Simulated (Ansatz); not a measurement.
# PtS2 (P-3m1) in Ansatz: notebook, part 2 of 2

Ansatz 0.2.0. The steps go on from the part before.

## 4. Phonons, PBE

input.yaml

```yaml
crystal:
  lattice:
    - [3.5432, 0.0, 0.0]
    - [-1.7716, 3.0685012107, 0.0]
    - [0.0, 0.0, 5.0388]
  atoms:
    - { symbol: Pt, position: [0.0, 0.0, 0.0] }
    - { symbol: S, position: [0.6666666667, 0.3333333333, 0.773] }
    - { symbol: S, position: [0.3333333333, 0.6666666667, 0.227] }
hamiltonian:
  xc: pbe
  pseudopotentials: { kind: paw }
kpoints:
  mp_grid: { grid: [7, 7, 4] }
scf:
  occupations: { method: fixed }
phonons:
  method: dfpt
  dielectric: true
  rigid_motions: translations
```

Potentials or basis: Ansatz PAW.

On the command line:

```
$ ansatz run input.yaml --threads 2 --pin off --max-ram 5632MiB --backend cpu --events-out ev --progress --plain --runs-dir out
```

Standard output:

```text
Warning: RAYON_NUM_THREADS=2 ignored (pool sized by the plan → 2); use --threads N
Engine: ansatz 0.2.0, x86_64-unknown-linux-gnu
Pseudopotentials: kind: paw
Pseudopotential: Pt, paw, valence charge 18, recommended cutoff 420 eV (normal), Pt.paw.azcp
Pseudopotential: S, paw, valence charge 6, recommended cutoff 420 eV (normal), S.paw.azcp
Functional definition: PBE
  parameter kappa = 0.804
  parameter beta = 0.06672455060314922
  exchange = pbe_x(kappa = kappa, mu = beta*pi^2/3)
  correlation = pbe_c(beta = beta)
Crystal: 3 atoms, lattice volume = 54.783 Å³
Basis set: ecut = 420 eV, 1043 PW (Γ), exchange–correlation on 48×48×72 points (8 copies of the dense FFT grid, shifted against one another)
Bands: 19, of which v1, the nominal top of the filled ones, is band 15 counted from 1 (14 counted from 0)
Symmetry: 12 space group operations
k-points: 60 of 196 (irreducible under 2 space group operations, time reversal used)
Non-local potential: Pt, projectors of the file, l = 0: 3, l = 1: 2, l = 2: 2, l = 3: 1
Non-local potential: S, projectors of the file, l = 0: 2, l = 1: 2, l = 2: 2
PAW form: soft (Blöchl's): semilocal exchange-correlation on the pseudo side does not see the compensation charge
PAW one-centre angular grid: Pt, 590 points (default); XC on 64 Gauss nodes
PAW one-centre angular grid: S, 110 points (default); XC on 64 Gauss nodes
Initial density: superposition of atomic densities (neutral atoms: chi_scale 0, normalization atom), corrected by the library's trained network
Initial wavefunctions: pseudopotential atomic-orbital guess
[... 86 lines left out ...]
  Z* charge neutrality: 5.975e-4 e pre-enforcement
  solved inside a basis spanned on kpoints, on 12×12×8 k-points, its susceptibility summed on 14×14×10: ε∞ is read to err by 7.6e-2, Z* by 2.0e-2 e (field_mesh: kpoints solves on kpoints); Z* is corrected for what the basis lacks
  optical modes at Γ without the LO–TO term, one row a degenerate level:
      ω (cm⁻¹)  modes    IR ((D/Å)²/amu)
        337.12      2             0.0000
        338.70      2             8.0528
        344.45      1             0.1724
        352.94      1             0.0000
  optical modes at Γ + LO–TO along q̂ = [1.0000, 0.0000, 0.0000]:
      ω (cm⁻¹)  modes    IR ((D/Å)²/amu)
        337.12      2             0.0000
        338.70      1             4.0264
        344.45      1             0.1724
        351.11      1             4.0264
        352.94      1             0.0000
  optical modes at Γ + LO–TO along q̂ = [0.0000, 1.0000, 0.0000]:
      ω (cm⁻¹)  modes    IR ((D/Å)²/amu)
        337.12      2             0.0000
        338.70      1             4.0264
        344.45      1             0.1724
        351.11      1             4.0264
        352.94      1             0.0000
  optical modes at Γ + LO–TO along q̂ = [0.0000, 0.0000, 1.0000]:
      ω (cm⁻¹)  modes    IR ((D/Å)²/amu)
        337.12      2             0.0000
        338.70      2             8.0528
        345.48      1             0.1724
        352.94      1             0.0000
```

second_order_force_constants.tsv:

```text
# format = ansatz-second-order-force-constants/2
# a1_ang = 3.5432000000063377e0 0e0 0e0
# a2_ang = -1.7716000000031689e0 3.0685012106945115e0 0e0
[... 47 lines left out ...]
2	0	0	0	0	0	-1.0179443896110826e1	-4.419069289669756e-23	1.5326251338303178e-15	-4.419069283095913e-23	-1.0179443896110826e1	2.3321897826147862e-23	1.532625146147426e-15	2.5757485185331776e-23	-1.0527545604742508e1
2	1	0	0	0	1	-1.6097422789807228e0	-2.020227623379758e-23	2.730413303730877e-16	-2.020227629953599e-23	-1.609742278980723e0	-7.60546618764033e-24	2.7304131805597946e-16	-1.0041053546824256e-23	-2.079264049253716e0
2	2	0	0	0	2	1.1789186175091547e1	6.439296913049514e-23	-1.8056664642034054e-15	6.439296913049512e-23	1.178918617509155e1	-1.5716431638507532e-23	-1.8056664642034058e-15	-1.571643163850752e-23	1.2606809653996224e1
```

Run time: 41 s. Hardware: 2 threads of Intel Xeon Platinum 8488C (Sapphire Rapids), shared host; peak memory 1.4 GiB.

Results:

- Free energy: -14328.0554 eV
- Band gap on the k mesh: 0.84 eV, indirect (least direct gap 1.01 eV)
- Electronic dielectric tensor (diagonal): 18.32, 18.32, 9.39
- Born charges (mean of the diagonal): Pt +1.73; S -0.87 e
- Highest phonon frequency at Γ, LO-TO splitting left out: 353 cm⁻¹
- Static dielectric tensor (diagonal): 19.69, 19.69, 9.45

Levels at points of the mesh, in eV from the valence-band top:
| k point | band 11 | band 12 | band 13 | band 14 | band 15 | band 16 | band 17 | band 18 | band 19 |
| --- | --- | --- | --- | --- | --- | --- | --- | --- | --- |
| (0.00, 0.00, 0.00) | -3.94 | -1.74 | -1.09 | -1.09 | -0.07 | 2.51 | 2.51 | 4.83 | 5.82 |
| (0.00, 0.00, -0.50) | -3.96 | -2.43 | -1.28 | -1.28 | -0.85 | 2.99 | 2.99 | 5.49 | 7.39 |

Phonon frequencies in cm⁻¹ (negative: imaginary):
```tsv
q point	frequencies
(0.000, 0.000, 0.000)	0 0 0 337 337 339 339 344 353
```

Electronic dielectric tensor:
```
18.32  0.00  0.00
 0.00 18.32  0.00
 0.00  0.00  9.39
```

Born effective charge tensors (e):
atom 1, Pt
```
 2.90  0.00  0.00
 0.00  2.90  0.00
 0.00  0.00 -0.60
```
atom 2, S
```
-1.45  0.00  0.00
 0.00 -1.45  0.00
 0.00  0.00  0.30
```
atom 3, S
```
-1.45  0.00  0.00
 0.00 -1.45  0.00
 0.00  0.00  0.30
```

Static dielectric tensor, electrons and zone-centre modes:
```
19.69  0.00  0.00
 0.00 19.69  0.00
 0.00  0.00  9.45
```

Caveat: odd divisions of the mesh miss points on the zone boundary, where band edges often lie, so the gap on the mesh can be too wide; spin-orbit coupling is left out, which moves the levels of the heavy elements.

## 5. Elastic constants, PBE

Changes to input.yaml since step 4:

```diff
@@ -16,5 +16,7 @@
   occupations: { method: fixed }
-phonons:
-  method: dfpt
-  dielectric: true
-  rigid_motions: translations
+output:
+  forces: true
+  stress: true
+elastic:
+  mode: relaxed_ion
+  stencil: two_point
```

On the command line:

```
$ ansatz run input.yaml --threads 2 --pin off --max-ram 5632MiB --backend cpu --events-out ev --progress --plain --runs-dir out
```

It took 20 s on 2 threads of Intel Xeon Platinum 8488C (Sapphire Rapids), shared host; peak memory 0.43 GiB.

The run converged. Its results:

```yaml
Free_energy: -14328.1666 eV
Pressure: 4.2 GPa
Band_gap_on_the_k_mesh: 0.56 eV, indirect (least direct gap 0.92 eV)
Voigt_bulk_modulus: 78 GPa
```

Stress tensor (GPa, compression positive):
```
4.99 0.00 0.00
0.00 4.99 0.00
0.00 0.00 2.75
```

Levels at points of the mesh, in eV from the valence-band top:
```
            k point  band 13  band 14  band 15  band 16  band 17  band 18
 (0.00, 0.00, 0.00)    -1.12    -1.12     0.00     1.94     1.94     4.55
(0.00, 0.00, -0.50)    -1.41    -1.41    -1.17     2.56     2.56     5.49
```

Elastic tensor in Voigt notation (GPa, in the Cartesian axes of the cell as first typed):
```
210  69  31 -16   0   0
 69 210  31  16   0   0
 28  28  24   0   0   0
-16  16   0  25   0   0
  0   0   0   0  25 -16
  0   0   0   0 -16  70
```

Caveat: the cell is more than 3 GPa from zero pressure, which shifts response properties; odd divisions of the mesh miss points on the zone boundary, where band edges often lie, so the gap on the mesh can be too wide; spin-orbit coupling is left out, which moves the levels of the heavy elements. A hybrid or GW would open this gap; PBE tends to underestimate it.

## 6. Overview

```csv
task,level,k mesh,atoms under strain,gap on the mesh (eV),pressure (GPa)
elastic constants,LDA,7 × 7 × 4,relaxed,0.56,-1.4
Born charges and dielectric tensor,LDA,9 × 9 × 5,-,0.90,-
phonons,PBE,7 × 7 × 4,-,0.84,-
elastic constants,PBE,7 × 7 × 4,relaxed,0.56,4.2
```

Alike in all rows: potentials or basis Ansatz PAW; no spin polarisation; cell as given; cutoff (eV) 420; smearing fixed.

On the cell as given the gap runs from 0.56 eV (LDA) to 0.90 eV (LDA); the meshes differ, which moves gaps too.

Caveats: odd divisions of the mesh miss points on the zone boundary, where band edges often lie, so the gap on the mesh can be too wide; spin-orbit coupling is left out, which moves the levels of the heavy elements; the PAW data sets come from PBE, with cores solved anew for the run's functional, which leaves a small shift of forces and pressure (some runs); the cell is more than 3 GPa from zero pressure, which shifts response properties (some runs).

Absolute energies hang on the potentials; compare differences alone.
